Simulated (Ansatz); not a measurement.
**A convergence test on RbBr (Fm-3m): k mesh of the hybrid**

Aim: see how gap, energy and time of RbBr (Fm-3m) follow the k mesh of the hybrid.

Main program and level: Ansatz 0.2.0; DFT, HSE06, plane waves, PAW; PAW set soft_1.

Most raw output is cut from this account.

The database entry behind the starting cell differs from later determinations by our own check (about 0.5 % short), so it need not match the best structure at ambient conditions.

### Step 1. The starting structure

The structure is cubic, space group Fm-3m (No. 225). The conventional cell has a = 6.854 Å, b = 6.854 Å, c = 6.854 Å, α = 90.00°, β = 90.00°, γ = 90.00°. Nearest to Rb lie 6 Br at 3.43 Å. Br has 6 Rb at 3.43 Å nearest. Farther neighbours and most contacts between anions are not listed.

As a file:

```cif
data_structure
_symmetry_space_group_name_H-M 'Fm-3m'
_symmetry_Int_Tables_number 225
_cell_length_a 6.8540
_cell_length_b 6.8540
_cell_length_c 6.8540
_cell_angle_alpha 90.000
_cell_angle_beta 90.000
_cell_angle_gamma 90.000
_cell_volume 321.98
loop_
_atom_site_label
_atom_site_type_symbol
_atom_site_symmetry_multiplicity
_atom_site_Wyckoff_symbol
_atom_site_fract_x
_atom_site_fract_y
_atom_site_fract_z
_atom_site_occupancy
Rb1 Rb 4 a 0.00000 0.00000 0.00000 1
Br1 Br 4 b 0.50000 0.00000 0.00000 1
```

The cell and positions come from the Crystallography Open Database and are kept as given unless a step says otherwise.

### Step 2. k mesh of the hybrid: 2×2×2

input.yaml

```yaml
crystal:
  lattice:
    - [0.0, 3.427, 3.427]
    - [3.427, 0.0, 3.427]
    - [3.427, 3.427, 0.0]
  atoms:
    - { symbol: Rb, position: [0.0, 0.0, 0.0] }
    - { symbol: Br, position: [0.5, 0.5, 0.5] }
kpoints:
  mp_grid: { grid: [2, 2, 2] }
  band_path:
    path:
      - [0.0, 0.0, 0.0]
      - [0.5, 0.0, 0.5]
      - [0.625, 0.25, 0.625]
      - [0.375, 0.375, 0.75]
      - [0.5, 0.5, 0.5]
      - [0.5, 0.25, 0.75]
    npoints: 1
hamiltonian:
  xc: hse06
  pseudopotentials: { kind: paw, azcp: { folder: soft_1 } }
scf:
  occupations: { method: fixed }
  n_extra_bands: 4
output:
  eigenvalues: true
```

The run is started by

```console
$ ansatz run input.yaml --threads 24 --pin off --max-ram 82944MiB --backend cuda --events-out ev --progress --plain --runs-dir out --devices 1 --max-vram 78GiB
```

The job ended after 2.3 s (1 × NVIDIA GB200 (shared by 2 runs) with 24 threads of Arm Neoverse V2, shared host; peak memory 1 GiB).

Numbers from this step:

* gap: 5.525 eV
* valence top at: Γ
* conduction bottom at: Γ
* least direct gap: 5.525 eV
* exact-exchange fraction: 0.25

The gap is direct, at Γ.

### Step 3. k mesh of the hybrid: 4×4×4

input.yaml, as its differences from that of step 2:

```diff
@@ -9,3 +9,3 @@
 kpoints:
-  mp_grid: { grid: [2, 2, 2] }
+  mp_grid: { grid: [4, 4, 4] }
   band_path:
```

It took 3.2 s on 1 × NVIDIA GB200 (shared by 2 runs) with 24 threads; peak memory 1.1 GiB.

Numbers from this step:

- gap: 5.521 eV
- valence top at: Γ
- conduction bottom at: Γ
- least direct gap: 5.521 eV

The gap is 5.521 eV, −0.004 eV from the run before at this level.

### Step 4. k mesh of the hybrid: 6×6×6

input.yaml, as its differences from that of step 3:

```diff
@@ -9,3 +9,3 @@
 kpoints:
-  mp_grid: { grid: [4, 4, 4] }
+  mp_grid: { grid: [6, 6, 6] }
   band_path:
```

It took 4.1 s on 1 × NVIDIA GB200 (shared by 2 runs) with 24 threads; peak memory 1.2 GiB.

Numbers from this step:

* gap: 5.521 eV
* valence top at: Γ
* conduction bottom at: Γ
* least direct gap: 5.521 eV

The gap is 5.521 eV, as in the run before at this level.

### Step 5. The series

Differences are against the last row; a negative gap means that bands overlap, and a run with a band path holds that path's time. Times are wall times on 1 × NVIDIA GB200 (shared by 2 runs) with 24 threads of Arm Neoverse V2, shared host, good to a factor of about two.

```tsv
k mesh of the hybrid	gap (eV)	direct gap (eV)	gap error (eV)	energy error (meV/atom)	irreducible k	time
2×2×2	5.525	5.525	+0.004	+29.5	3	2.3 s
4×4×4	5.521	5.521	+0.0002	+0.1	8	3.2 s
6×6×6	5.521	5.521	+0.000	+0.0	16	4.1 s
```

### Step 6. What came out

| Item | Value |
| --- | --- |
| 2×2×2 | 5.525 eV |
| 4×4×4 | 5.521 eV |
| 6×6×6 | 5.521 eV |

The gap holds to 0.02 eV from 2×2×2 on, the cheapest setting tried. At 2×2×2 the gap is off by +0.004 eV and the energy by +30 meV/atom. The gap is read over the mesh and added points near the edges, so meshes differ mainly through the density and, for a hybrid, the exchange operator.

[Paths, hosts, dates, memory and timing lines, banners, echoed tables and standing remarks are left out of the program output.]

[Logs are printed without paths, hosts, clocks, repeated set-up lines and the standing remarks that a program may print on its own settings, such as how far it seeks lower states.]

[Runs of the session that timed out or met a known fault of the program may be left out.]

[Cells called generated may have been cut or substituted from an entry of the Crystallography Open Database or the Materials Project.]

[Hosts, paths, dates, database ids (printed as entryN), source tags and the programs' standing remarks are cut or masked in the printed files.]
